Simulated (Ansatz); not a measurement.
Wurtzite BeO, treated with RPBE in Ansatz (plane waves, PAW).

Run with plane-wave cutoff 520 eV, 18×18×8 k mesh (along the axes of the cell as run), Fermi–Dirac smearing 0.01 eV, scalar-relativistic PAW data made under PBE.

Shape and atoms are relaxed at each volume.

Pressure at four volumes; x = ln(V/7.184 Å³). One pressure is withheld.

| V (Å³/atom) | x | P (GPa) |
|---|---|---|
| 6.897 | -0.0408 | 8.74 |
| 7.184 | 0.0000 | -0.01 |
| 7.328 | 0.0198 | -3.80 |
| 7.471 | 0.0392 | ? |

Problem. Pass a parabola P(x) through the three rows shown, estimate the bulk modulus and its pressure derivative near zero pressure, and predict the withheld pressure.

Solution. Slopes between the rows: (-0.01 − (8.74))/(0.0000 − (-0.0408)) = -214.46 and (-3.80 − (-0.01))/(0.0198 − (0.0000)) = -191.41 GPa. Their difference over the span 0.0606 is c = 23.05/0.0606 = 380.4 GPa, so P(x) = 8.74 + (-214.46)(x − (-0.0408)) + 380.4 (x − (-0.0408))(x − (0.0000)). At the middle row B = −dP/dx = −[-214.46 + 380.4 × 0.0408] = 198.9 GPa, and B′ = dB/dP = 2c/B = 3.8. At x = 0.0392 the parabola gives -7.22 GPa; the run gives -7.24 GPa. The Birch–Murnaghan fit to the energies at all volumes has B0 = 199 GPa and B′ = 3.7.

Measured, for comparison: bulk modulus 212 GPa (room temperature, not corrected to a static lattice, K' fixed at 4, our sources range from 212 to 224; as tabulated in High-pressure and high-temperature crystal chemistry of beryllium oxide (Scilit …). Computed (rounded) less measured: bulk modulus -6 % (-6 % to -11 % over the range).

Note: the bulk modulus comes from volumes at which shape and atoms were relaxed.

Ansatz is a quantum-chemistry and plane-wave program.
